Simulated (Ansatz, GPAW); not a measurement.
# 1T-SiSTe under honeycomb MgO, AA in an electric field, part 3 of 3

Aim: the dipole that a field along the normal induces in 1T-SiSTe under honeycomb MgO, AA.

GPAW 26.7.0 and Ansatz 0.2.0; Ansatz plane waves; layer without images along its normal, relaxation of atoms and in-plane cell, with D3(BJ) dispersion (the session's first sound run).

So far, upper work function (eV): step 3 (plane waves, PBE) 4.86.

### Step 7. In a field

Level of this step: GPAW, PAW setups; slab in vacuum (GPAW).

Input file run.py:

```python
import json
import numpy as np
from ase import Atoms
from gpaw import GPAW, PW
from gpaw.external import ConstantElectricField

slab = Atoms(
    ['Te', 'Si', 'S', 'O', 'Mg'],
    positions=[
        [1.70372, 0.98364, 8.00000],
        [0.00000, -0.00000, 9.79693],
        [0.00000, 1.96728, 11.04741],
        [1.70372, 0.98364, 13.96623],
        [0.00000, 1.96728, 13.93541]],
    cell=[[3.40743, -0.0, 0.0], [-1.70372, 2.95092, -0.0], [0.0, 0.0, 21.9662]],
    pbc=[True, True, False])

slab.calc = GPAW(mode=PW(500), xc='PBE', kpts={'size': (12, 12, 1), 'gamma': True},
                 occupations={'name': 'fermi-dirac', 'width': 0.05}, nbands='200%',
                 convergence={'density': 1e-05}, maxiter=200,
                 poissonsolver={'dipolelayer': 'xy'},
                 external=ConstantElectricField(0.05, [0, 0, 1]),
                 symmetry={'tolerance': 1e-3}, txt='slab.txt')
result = {}
energy = slab.get_potential_energy()
fermi = slab.calc.get_fermi_level()
v = slab.calc.get_electrostatic_potential().mean((0, 1)) - fermi
n = slab.calc.get_pseudo_density().mean((0, 1))
L = slab.cell[2, 2]
z = np.arange(len(v)) * L / len(v)
low, high = slab.positions[:, 2].min(), slab.positions[:, 2].max()
below, above = np.interp([low - 5.8, high + 5.8], z, v)
slopes = [np.interp(x, z, np.gradient(v, z)) for x in (low - 5.8, high + 5.8)]
eps = np.array([[slab.calc.get_eigenvalues(k, s) for k in range(len(slab.calc.get_ibz_k_points()))]
                for s in range(slab.calc.get_number_of_spins())]) - fermi
top, bottom = eps[eps < 0].max(), eps[eps > 0].min()
dipole = slab.get_dipole_moment()[2]
print(f'energy {energy:.4f} eV, Fermi level {fermi:.4f} eV, dipole {dipole:.5f} e A')
print(f'potential 5.8 A off the faces, from the Fermi level: lower {below:.4f} eV, upper {above:.4f} eV')
print(f'slope of the potential there: lower {slopes[0]:.5f}, upper {slopes[1]:.5f} eV/A')
print(f'nearest levels on the mesh: {top:.4f} and {bottom:.4f} eV')
print('magnetic moment', round(slab.get_magnetic_moment(), 3))
result.update(energy=energy, fermi=fermi, dipole=dipole, below=below, above=above, slopes=slopes, edges=[top, bottom],
              z=z.tolist(), v=v.tolist(), n=n.tolist(), positions=slab.positions.tolist(),
              forces=slab.get_forces(apply_constraint=False).tolist(), moments=slab.get_magnetic_moments().tolist())
json.dump(result, open('result.json', 'w'))
```

On the command line:

```
$ OMP_NUM_THREADS=1 OPENBLAS_NUM_THREADS=1 python run.py
```

The log of the run:

```text
energy -23.7515 eV, Fermi level -0.1859 eV, dipole -0.02375 e A
potential 5.8 A off the faces, from the Fermi level: lower 4.2450 eV, upper 4.6738 eV
slope of the potential there: lower -0.00054, upper -0.00059 eV/A
nearest levels on the mesh: -0.0794 and 0.0377 eV
magnetic moment 0.0
```

It took 2.6 min on 1 thread of Intel Xeon 6975P-C (Granite Rapids), shared host; peak memory 0.61 GiB.

The electrostatic potential energy of an electron (without an applied field's), less the Fermi level, planar mean oscillates, so the rows of the table below give means over windows of 1 Å about each position, cut where the curve ends. Its maxima inside the range that stand out by 2 % of the span (Å: eV): 9.0: -4.00, 10.4: -8.34, 12.4: 3.75. Its minima: 8.0: -22.9, 9.8: -13.4, 11.0: -17.4, 14.0: -14.6.

Electrostatic potential energy of an electron (without an applied field's), less the Fermi level, planar mean against z; means over each step:

```
z (Å)  electrostatic potential energy of an electron (without an applied field's), less the Fermi level, planar mean (eV)
    0                                                                                                                4.33
    1                                                                                                                4.25
    2                                                                                                                4.25
    3                                                                                                                4.24
    4                                                                                                                4.24
    5                                                                                                                4.22
    6                                                                                                                3.90
    7                                                                                                               -1.18
    8                                                                                                               -18.2
    9                                                                                                               -6.34
   10                                                                                                               -11.0
   11                                                                                                               -12.8
   12                                                                                                                1.24
   13                                                                                                                1.71
   14                                                                                                               -9.19
   15                                                                                                                2.59
   16                                                                                                                4.54
   17                                                                                                                4.66
   18                                                                                                                4.67
   19                                                                                                                4.67
   20                                                                                                                4.67
   21                                                                                                                4.67
```

### Step 8. Field on

Edit run.py of step 7 so:

```diff
@@ -21,3 +21,3 @@
                  poissonsolver={'dipolelayer': 'xy'},
-                 external=ConstantElectricField(0.05, [0, 0, 1]),
+                 external=ConstantElectricField(0.1, [0, 0, 1]),
                  symmetry={'tolerance': 1e-3}, txt='slab.txt')
```

The log of the run:

```text
energy -23.7509 eV, Fermi level -0.1986 eV, dipole -0.00132 e A
potential 5.8 A off the faces, from the Fermi level: lower 4.4633 eV, upper 4.4885 eV
slope of the potential there: lower -0.00041, upper -0.00047 eV/A
nearest levels on the mesh: -0.0779 and 0.0376 eV
magnetic moment 0.0
```

Run time: 2.8 min. Hardware: 1 thread; peak memory 0.61 GiB.

The dipole is now -0.00132 e Å, against -0.047 in the run without a field.

### Step 9. In a field

Edit run.py of step 8 so:

```diff
@@ -21,3 +21,3 @@
                  poissonsolver={'dipolelayer': 'xy'},
-                 external=ConstantElectricField(0.1, [0, 0, 1]),
+                 external=ConstantElectricField(0.2, [0, 0, 1]),
                  symmetry={'tolerance': 1e-3}, txt='slab.txt')
```

The log of the run:

```text
energy -23.7530 eV, Fermi level -0.2231 eV, dipole 0.04375 e A
potential 5.8 A off the faces, from the Fermi level: lower 4.9014 eV, upper 4.1154 eV
slope of the potential there: lower -0.00017, upper -0.00022 eV/A
nearest levels on the mesh: -0.0748 and 0.0375 eV
magnetic moment 0.0
```

Elapsed: 2.8 min, on 1 thread; peak memory 0.61 GiB.

The dipole is now 0.0437 e Å, against -0.047 in the run without a field.

### Step 10. In a field

Edit run.py of step 9 so:

```diff
@@ -21,3 +21,3 @@
                  poissonsolver={'dipolelayer': 'xy'},
-                 external=ConstantElectricField(0.2, [0, 0, 1]),
+                 external=ConstantElectricField(0.3, [0, 0, 1]),
                  symmetry={'tolerance': 1e-3}, txt='slab.txt')
```

The log of the run:

```text
energy -23.7596 eV, Fermi level -0.2472 eV, dipole 0.08899 e A
potential 5.8 A off the faces, from the Fermi level: lower 5.3413 eV, upper 3.7410 eV
slope of the potential there: lower 0.00007, upper 0.00004 eV/A
nearest levels on the mesh: -0.0719 and 0.0371 eV
magnetic moment 0.0
```

Elapsed: 2.7 min, on 1 thread; peak memory 0.61 GiB.

The dipole is now 0.0890 e Å, against -0.047 in the run without a field.

### Step 11. The series

The members are put on one axis.

This step: induced dipole against applied field (GPAW 26.7.0).

The dipole along the normal by field:

```
field (V/Å)  dipole along the normal (e·Å)
     -0.200                         -0.136
     -0.100                        -0.0910
     -0.050                        -0.0686
      0.000                        -0.0470
      0.050                        -0.0237
      0.100                       -0.00132
      0.200                         0.0437
      0.300                         0.0890
```

### Step 12. Results

| Property | Result |
| --- | --- |
| work function, upper and lower face | 4.860 and 4.027 eV |
| dipole along the normal | -0.0470 e Å |
| induced dipole per field | 0.449 e Å per V/Å |
| out-of-plane polarisability per area, α/(ε0 A) | 8.09 Å |

In words: The field induces 0.449 e Å per V/Å, a polarisable thickness α/(ε0 A) of 8.09 Å beside 5.97 Å between the outermost nuclei. A perfect conductor would give the distance between its two image planes; a dielectric of thickness t gives t(1 - 1/ε). The two faces differ by 0.83 eV, the step that the slab's dipole makes (e p/(ε0 A) gives 0.85 eV), so the dipole layer is needed. The induced dipole is linear in the field over this range. The layers' spacing was relaxed with a D3(BJ) dispersion term, which the later single points do not need. The two layers were forced onto one 1×1 cell, so each is strained from its own lattice constant, in some pairs by much; the numbers describe this forced stack. The layer's cell and atoms come from the relaxation; spin-orbit coupling and temperature are left out.

[Logs are printed without paths, hosts, clocks, repeated set-up lines and the standing remarks that a program may print on its own settings, such as how far it seeks lower states.]

[Hosts, paths, dates, database ids (printed as entryN), source tags and the programs' standing remarks are cut or masked in the printed files.]
